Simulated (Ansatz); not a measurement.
How much do the gradients of Si3N4 depend on the method?

Cell: an entry of the Crystallography Open Database (COD).

Space group I-43d (No. 220); a = 6.4747 Å.

| site | Wyckoff | site symmetry | x | y | z |
| --- | --- | --- | --- | --- | --- |
| Si | 12b | -4.. | 0.3750 | 0.5000 | 0.7500 |
| N | 16c | .3. | 0.2814 | 0.2814 | 0.2814 |

One atom of each set is listed; the run and its k-mesh use a cell of 14 atoms with edges of 5.61, 5.61, 5.61 Å.

First run. Level of theory: DFT, PBE, plane waves and PAW, scalar-relativistic, 420 eV cutoff, Γ-centred 6×6×6 k-points, Fermi–Dirac smearing 0.02 eV (Ansatz 0.2.0).

| site | V_zz (10²¹ V/m²) | η |
| --- | --- | --- |
| Si | -0.10 | 0.00 |
| N | -5.77 | 0.00 |

Second run. The same atoms and settings, except that the gradients are read without the response of the frozen cores to their surroundings (frozen_core: stored), which the first run includes.

(1) Given the first result, estimate the second.

Results:

(1) 

| site | V_zz | η | change of V_zz |
| --- | --- | --- | --- |
| Si | -0.077 | 0.00 | +0.03 |
| N | -5.98 | 0.00 | -0.21 |

The largest change of V_zz is on N, from -5.77 to -5.98. In per cent, |V_zz| changes by +4 on N (all sites that start above 0.5).
